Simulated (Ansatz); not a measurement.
# MnF2 (P4_2/mnm) in Ansatz: further runs

One crystal, MnF2, is run at these levels: PBE; tasks: single point.

All numbers are computed with Ansatz 0.2.0; they aren't measurements. Logs are shortened: lines on timing, memory, paths and dates and some standing lists are left out, and cuts for length are marked.

**1. The structure**

Symmetry: P4_2/mnm, No. 136, tetragonal system. The conventional cell has a = 4.874 Å, b = 4.874 Å, c = 3.311 Å, α = 90.00°, β = 90.00°, γ = 90.00°. Mn (site symmetry mmm) has 6 F at 2.10 to 2.13 Å as nearest neighbours. F (site symmetry m2m) has 3 Mn at 2.10 to 2.13 Å as nearest neighbours.

**2. Single point, PBE**

The input, input.yaml:

```yaml
crystal:
  lattice:
    - [4.8738, 0.0, 0.0]
    - [0.0, 4.8738, 0.0]
    - [0.0, 0.0, 3.3107]
  atoms:
    - { symbol: Mn, position: [0.5, 0.5, 0.5] }
    - { symbol: Mn, position: [0.0, 0.0, 0.0] }
    - { symbol: F, position: [0.8053, 0.1947, 0.5] }
    - { symbol: F, position: [0.6947, 0.6947, 0.0] }
    - { symbol: F, position: [0.1947, 0.8053, 0.5] }
    - { symbol: F, position: [0.3053, 0.3053, 0.0] }
hamiltonian:
  xc: pbe
  pseudopotentials: { kind: paw }
kpoints:
  mp_grid: { grid: [6, 6, 8] }
scf:
  occupations: { method: fermi_dirac, width: 0.05 }
output:
  forces: true
  stress: true
  eigenvalues: true
```

Potentials or basis: Ansatz PAW.

The run is started by

```
ansatz run input.yaml --threads 2 --pin off --max-ram 5632MiB --backend cpu --events-out ev --progress --plain --runs-dir out
```

Output:

```text
Warning: RAYON_NUM_THREADS=2 ignored (pool sized by the plan → 2); use --threads N
Engine: ansatz 0.2.0, aarch64-unknown-linux-gnu
Pseudopotentials: kind: paw
Pseudopotential: Mn, paw, valence charge 15, recommended cutoff 420 eV (normal), Mn.paw.azcp
Pseudopotential: F, paw, valence charge 7, recommended cutoff 420 eV (normal), F.paw.azcp
Functional definition: PBE
  parameter kappa = 0.804
  parameter beta = 0.06672455060314922
  exchange = pbe_x(kappa = kappa, mu = beta*pi^2/3)
  correlation = pbe_c(beta = beta)
Crystal: 6 atoms, lattice volume = 78.642 Å³
Basis set: ecut = 420 eV, 1519 PW (Γ), exchange–correlation on 72×72×48 points (8 copies of the dense FFT grid, shifted against one another)
Bands: 35, of which v1, the nominal top of the filled ones, is band 29 counted from 1 (28 counted from 0)
Symmetry: 16 space group operations
Space group: P42/mnm (ITA 136), of the structure as read, at distance tolerance 4.3e-5 Å
k-points: 50 of 288
Non-local potential: Mn, projectors of the file, l = 0: 3, l = 1: 2, l = 2: 3, l = 3: 1
Non-local potential: F, projectors of the file, l = 0: 2, l = 1: 2, l = 2: 1
PAW form: soft (Blöchl's): semilocal exchange-correlation on the pseudo side does not see the compensation charge
PAW one-centre angular grid: Mn, 590 points (default); XC on 64 Gauss nodes
PAW one-centre angular grid: F, 110 points (default); XC on 64 Gauss nodes
Initial density: superposition of atomic densities (neutral atoms: chi_scale 0, normalization atom), corrected by the library's trained network
Initial wavefunctions: pseudopotential atomic-orbital guess
Functional: x = pbe(κ = 0.804, μ = 0.2195149727645171), c = pbe(β = 0.06672455060314922)
SCF iter   1: F=—  HF=-11028.165803 eV  |F-HF|=—  |Δ(HF+E_count)|=         —  Δρ=1.62e-2  dr2=5.33e-2  ethr=1.77e-3  ⟨swp⟩=5.8  Hψ=5963  notcnv=0
preconditioner: auto → LDOS  [metal: Δε(μ)=0.005 eV  Ē_g=9.723 eV  σ=0.050 eV  W_gap=0.03  n_scr=22 (ndim 8)  ℏωp=27.1 eV  f_vac=0.159  D(μ)=15.63/eV (n_scr^D=282)  β→1.0]
SCF iter   2: F=—  HF=-11028.254199 eV  |F-HF|=—  |Δ(HF+E_count)|=   8.84e-2  Δρ=5.12e-2  dr2=5.23e-1  ethr=9.19e-5  ⟨swp⟩=2.1  Hψ=3903  notcnv=0
SCF iter   3: F=—  HF=-11028.157812 eV  |F-HF|=—  |Δ(HF+E_count)|=   9.64e-2  Δρ=5.55e-3  dr2=8.16e-3  ethr=9.19e-5  ⟨swp⟩=2.3  Hψ=3497  notcnv=0
SCF iter   4: F=—  HF=-11028.156906 eV  |F-HF|=—  |Δ(HF+E_count)|=   9.06e-4  Δρ=3.44e-3  dr2=3.18e-3  ethr=1.41e-5  ⟨swp⟩=1.0  Hψ=1759  notcnv=0
SCF iter   5: F=—  HF=-11028.156416 eV  |F-HF|=—  |Δ(HF+E_count)|=   4.90e-4  Δρ=1.07e-3  dr2=7.68e-4  ethr=5.47e-6  ⟨swp⟩=1.0  Hψ=1750  notcnv=0
SCF iter   6: F=—  HF=-11028.156343 eV  |F-HF|=—  |Δ(HF+E_count)|=   7.34e-5  Δρ=6.72e-4  dr2=1.58e-4  ethr=1.32e-6  ⟨swp⟩=2.0  Hψ=2017  notcnv=0
SCF iter   7: F=—  HF=-11028.156324 eV  |F-HF|=—  |Δ(HF+E_count)|=   1.89e-5  Δρ=3.95e-4  dr2=3.35e-5  ethr=2.72e-7  ⟨swp⟩=2.4  Hψ=2546  notcnv=0
SCF iter   8: F=—  HF=-11028.156146 eV  |F-HF|=—  |Δ(HF+E_count)|=   1.78e-4  Δρ=1.44e-4  dr2=4.45e-6  ethr=5.78e-8  ⟨swp⟩=2.0  Hψ=3127  notcnv=0
SCF iter   9: F=—  HF=-11028.156145 eV  |F-HF|=—  |Δ(HF+E_count)|=   8.50e-7  Δρ=6.45e-5  dr2=8.51e-7  ethr=7.67e-9  ⟨swp⟩=2.1  Hψ=2085  notcnv=0
SCF iter  10: F=-11028.156145 eV  HF=-11028.156145 eV  |F-HF|=9.64e-11  |Δ(HF+E_count)|=   1.55e-7  Δρ=2.21e-6  dr2=2.14e-9  ethr=1.72e-10  ⟨swp⟩=3.0  Hψ=6644  notcnv=0
SCF 1 converged in 10 iterations: F = -11028.156145 eV  dr2 = 2.14e-9
SCF converged after 10 iterations
Free energy (F): -11028.156145 eV
Harris-Foulkes:  -11028.156145 eV  (|F-HF|=9.64e-11)
Internal energy: -11028.013973 eV  (E = F + TS)
E sigma→0 (E₀):  -11028.085059 eV
Entropy (-TS):   -0.142172 eV (-23.695 meV/atom)
Fermi energy:    7.162776 eV
--- Per-component energies (eV) ---
  E_band       = -826.978733
  E_kinetic    = 1422.457958
  E_local      = -7202.394917  (includes V_loc(G=0)·N_el)
  E_nonlocal   = 792.224709
  E_hartree    = 2860.885443
  E_xc         = -536.806688
  E_vxc        = -686.858883  (∫ρ·V_xc dr)
  E_paw        = -3409.381064  (= ΣΔE_a)
  E_vpaw       = -874.185215  (= ΣTr[D̂ρ^β])
  E_aug_tail   = 0.008153  (compensation charges beyond the density's cutoff)
  E_ewald      = -4955.007567
  E_smearing   = -0.142172  (= −TS)
  E_closure    = 0.000000  (closes the sum)
  Σ components = -11028.156145   (vs F -11028.156145, Δ=0.00e0)
--- Forces (eV/Å), atoms counted from 1 ---
  atom   1  Mn     0.00000000    -0.00000000     0.00000000
  atom   2  Mn    -0.00000000     0.00000000     0.00000000
  atom   3  F      0.02316887    -0.02316887     0.00000000
  atom   4  F     -0.02316887    -0.02316887     0.00000000
  atom   5  F     -0.02316887     0.02316887     0.00000000
  atom   6  F      0.02316887     0.02316887     0.00000000
  max |Σ_I F_I| component: 1.04e-17 eV/Å
--- Stress (GPa, compression-positive) ---
      -14.121401       0.000000       0.000000
        0.000000     -14.121401       0.000000
        0.000000       0.000000     -18.783841
  P = ⅓ Tr σ = -15.6755 GPa (-156.755 kbar)
--- Band table (eV; the first three rows and the last of 50) ---
  k-point 0: bands = ["-71.9513", "-71.9508", "-40.8129", "-40.8129", "-40.7174", "-40.7152", "-40.6913", "-40.6913", "-17.8138", "-17.3314", "-17.2742", "-17.2742", "-1.1285", "-0.1506", "0.3659", "0.6371", "0.6371", "0.7598", "0.7978", "0.7978", "1.6261", "2.0481", "2.0481", "2.3523", "6.6988", "6.7517", "6.8597", "6.9054", "6.9054", "7.3947", "7.4323", "8.3862", "8.3862", "8.7810", "8.8492"]
  k-point 1: bands = ["-71.9511", "-71.9506", "-40.8126", "-40.8126", "-40.7208", "-40.7188", "-40.6907", "-40.6907", "-17.7783", "-17.3312", "-17.2764", "-17.2764", "-1.0364", "-0.1235", "0.4519", "0.5170", "0.5170", "0.6255", "0.9407", "0.9407", "1.3827", "1.9768", "1.9768", "2.2999", "6.7427", "6.8266", "6.8463", "6.9155", "6.9155", "7.3883", "7.4767", "8.2906", "8.2906", "8.7006", "9.2492"]
  k-point 2: bands = ["-71.9506", "-71.9503", "-40.8121", "-40.8121", "-40.7291", "-40.7276", "-40.6893", "-40.6893", "-17.6840", "-17.3392", "-17.2818", "-17.2818", "-0.7912", "-0.0706", "0.3336", "0.4374", "0.4374", "0.6961", "0.8493", "1.0654", "1.0654", "1.8055", "1.8055", "2.1349", "6.8291", "6.8420", "6.9580", "6.9580", "6.9760", "7.2683", "7.6666", "8.1007", "8.1007", "8.4797", "10.3088"]
  k-point 49: bands = ["-71.9499", "-71.9499", "-40.8113", "-40.8113", "-40.7404", "-40.7404", "-40.6873", "-40.6873", "-17.4226", "-17.4226", "-17.3136", "-17.3136", "-0.6709", "-0.6709", "-0.0117", "-0.0117", "0.6229", "0.6229", "0.9239", "0.9239", "1.8707", "1.8707", "1.9341", "1.9341", "6.8975", "6.8975", "7.0228", "7.0228", "7.1131", "7.1131", "7.8507", "7.8507", "8.1074", "8.1074", "14.7393"]
```

Run time: 5 s. Hardware: 2 threads of Arm Neoverse V1, shared host; peak memory 0.4 GiB.

What came out:

```
Free energy            : -11028.1561 eV
Pressure               : -15.7 GPa
Largest force          : 0.033 eV/Å
Band gap on the k mesh : none (metal or under the smearing width)
```

Forces on the atoms (eV/Å):
```
Mn   0.000  0.000  0.000
Mn   0.000  0.000  0.000
F    0.023 -0.023  0.000
F   -0.023 -0.023  0.000
F   -0.023  0.023  0.000
F    0.023  0.023  0.000
```

Caveat: the pressure holds a Pulay correction of +0.7 GPa for the finite cutoff; the run has no spin polarisation, though such a crystal can be magnetic; semilocal functionals often make such compounds metallic where correlation or magnetic order opens a gap, which also shifts bond lengths. Spin polarisation is off, so any magnetic state and its effect on volume and gap are missing.

**3. Single point, PBE, collinear spin, ferromagnetic start**

input.yaml: that of step 2 with these lines changed.

```diff
@@ -6,4 +6,4 @@
   atoms:
-    - { symbol: Mn, position: [0.5, 0.5, 0.5] }
-    - { symbol: Mn, position: [0.0, 0.0, 0.0] }
+    - { symbol: Mn, position: [0.5, 0.5, 0.5], spin: 4.0 }
+    - { symbol: Mn, position: [0.0, 0.0, 0.0], spin: 4.0 }
     - { symbol: F, position: [0.8053, 0.1947, 0.5] }
@@ -15,2 +15,4 @@
   pseudopotentials: { kind: paw }
+magnetization:
+  spin_polarized: true
 kpoints:
```

Potentials or basis: Ansatz PAW.

The run is started by

```
ansatz run input.yaml --threads 2 --pin off --max-ram 5632MiB --backend cpu --events-out ev --progress --plain --runs-dir out
```

Wall time 14 s (2 threads of Arm Neoverse V1, shared host); peak memory 0.51 GiB.

The run converged. Its results:

```
Free energy            : -11033.9542 eV
Pressure               : 3.7 GPa
Largest force          : 0.041 eV/Å
Band gap on the k mesh : 1.10 eV, direct
Net moment             : 10.00 μB per cell
Absolute moment        : 10.00 μB per cell
Site moments           : Mn +4.19; F +0.10 μB
```

Forces on the atoms (eV/Å):
```
Mn   0.000  0.000  0.000
Mn   0.000  0.000  0.000
F   -0.029  0.029  0.000
F    0.029  0.029  0.000
F    0.029 -0.029  0.000
F   -0.029 -0.029  0.000
```

Stress tensor (GPa, compression positive):
```
3.59 0.00 0.00
0.00 3.59 0.00
0.00 0.00 3.98
```

Levels at points of the mesh, in eV from the valence-band top:
Spin up:
| k point | band 32 | band 33 | band 34 | band 35 | band 36 | band 37 |
| --- | --- | --- | --- | --- | --- | --- |
| (0.00, 0.00, 0.00) | -0.56 | -0.56 | 0.00 | 1.10 | 6.46 | 6.46 |
| (0.00, 0.00, -0.50) | -1.23 | -1.00 | -1.00 | 5.70 | 5.70 | 9.54 |
| (0.00, -0.50, 0.00) | -0.81 | -0.68 | -0.68 | 3.45 | 3.45 | 7.76 |
| (0.00, -0.50, -0.50) | -1.65 | -0.32 | -0.32 | 6.82 | 6.82 | 6.87 |
| (-0.50, -0.50, 0.00) | -1.11 | -0.56 | -0.56 | 4.94 | 4.94 | 5.52 |
| (-0.50, -0.50, -0.50) | -1.26 | -0.83 | -0.83 | 6.76 | 6.76 | 7.89 |
Spin down:
| k point | band 20 | band 21 | band 22 | band 23 | band 24 | band 25 | band 26 | band 27 | band 28 | band 29 |
| --- | --- | --- | --- | --- | --- | --- | --- | --- | --- | --- |
| (0.00, 0.00, 0.00) | -5.96 | -5.10 | -4.71 | -4.71 | -4.42 | 1.70 | 1.75 | 2.15 | 2.23 | 2.23 |
| (0.00, 0.00, -0.50) | -5.75 | -5.33 | -5.33 | -5.12 | -5.12 | 2.16 | 2.16 | 2.25 | 2.25 | 2.30 |
| (0.00, -0.50, 0.00) | -5.72 | -5.49 | -5.49 | -4.75 | -4.75 | 1.92 | 1.92 | 2.35 | 2.35 | 2.37 |
| (0.00, -0.50, -0.50) | -5.99 | -5.17 | -5.17 | -4.92 | -4.92 | 1.89 | 1.89 | 2.30 | 2.30 | 2.50 |
| (-0.50, -0.50, 0.00) | -5.53 | -5.16 | -5.16 | -5.07 | -5.07 | 1.80 | 1.80 | 2.25 | 2.25 | 2.39 |
| (-0.50, -0.50, -0.50) | -5.72 | -4.90 | -4.90 | -4.82 | -4.82 | 2.13 | 2.13 | 2.23 | 2.23 | 2.38 |

Caveat: the magnetic or orbital state may not be the lowest; the pressure holds a Pulay correction of +0.6 GPa for the finite cutoff; only a ferromagnetic start was run, and an antiferromagnetic order may lie lower in energy.

**4. Single point, PBE, collinear spin, antiferromagnetic start**

input.yaml: that of step 3 with these lines changed.

```diff
@@ -7,3 +7,3 @@
     - { symbol: Mn, position: [0.5, 0.5, 0.5], spin: 4.0 }
-    - { symbol: Mn, position: [0.0, 0.0, 0.0], spin: 4.0 }
+    - { symbol: Mn, position: [0.0, 0.0, 0.0], spin: -4.0 }
     - { symbol: F, position: [0.8053, 0.1947, 0.5] }
@@ -25 +25,5 @@
   eigenvalues: true
+  write_density: true
+  write_potential: true
+  elf: true
+  volumetric_format: npy
```

The run is started by

```
ansatz run input.yaml --threads 2 --pin off --max-ram 5632MiB --backend cpu --events-out ev --progress --plain --runs-dir out
```

Run time: 22 s. Hardware: 2 threads of Arm Neoverse V1, shared host; peak memory 0.58 GiB.

It converged, with:

```
Free energy            : -11034.0719 eV
Pressure               : 2.6 GPa
Largest force          : 0.104 eV/Å
Band gap on the k mesh : 2.17 eV, indirect (least direct gap 2.23 eV)
Net moment             : 0.00 μB per cell
Absolute moment        : 9.59 μB per cell
Site moments           : Mn +4.15, -4.15; F -0.03, +0.03 μB
```

Forces on the atoms (eV/Å):
```
Mn   0.000  0.000  0.000
Mn   0.000  0.000  0.000
F   -0.074  0.074  0.000
F    0.074  0.074  0.000
F    0.074 -0.074  0.000
F   -0.074 -0.074  0.000
```

Stress tensor (GPa, compression positive):
```
2.62 0.00 0.00
0.00 2.62 0.00
0.00 0.00 2.72
```

Levels at points of the mesh, in eV from the valence-band top:
Spin up:
```
              k point  band 26  band 27  band 28  band 29  band 30  band 31  band 32  band 33
   (0.00, 0.00, 0.00)    -1.47    -1.29    -0.41    -0.06     2.17     2.56     3.03     3.04
  (0.00, 0.00, -0.50)    -1.45    -1.18    -0.54    -0.28     2.79     2.87     2.93     3.64
  (0.00, -0.50, 0.00)    -1.42    -1.27    -0.11     0.00     2.55     2.97     3.00     3.83
 (0.00, -0.50, -0.50)    -1.47    -1.29    -0.65    -0.09     2.77     2.86     3.00     3.64
 (-0.50, -0.50, 0.00)    -1.46    -1.22    -0.56    -0.06     2.62     3.02     3.03     3.26
(-0.50, -0.50, -0.50)    -1.48    -1.28    -0.57    -0.13     2.76     2.85     3.00     3.56
```
Spin down:
```csv
k point,band 27,band 28,band 29,band 30,band 31,band 32
"(0.00, 0.00, 0.00)",-1.29,-0.41,-0.06,2.17,2.56,3.03
"(0.00, 0.00, -0.50)",-1.18,-0.54,-0.28,2.79,2.87,2.93
"(0.00, -0.50, 0.00)",-1.27,-0.11,0.00,2.55,2.97,3.00
"(0.00, -0.50, -0.50)",-1.29,-0.65,-0.09,2.77,2.86,3.00
"(-0.50, -0.50, 0.00)",-1.22,-0.56,-0.06,2.62,3.02,3.03
"(-0.50, -0.50, -0.50)",-1.28,-0.57,-0.13,2.76,2.85,3.00
```

Caveat: the pressure holds a Pulay correction of +0.6 GPa for the finite cutoff. As with any semilocal functional, this PBE gap is likely too small.
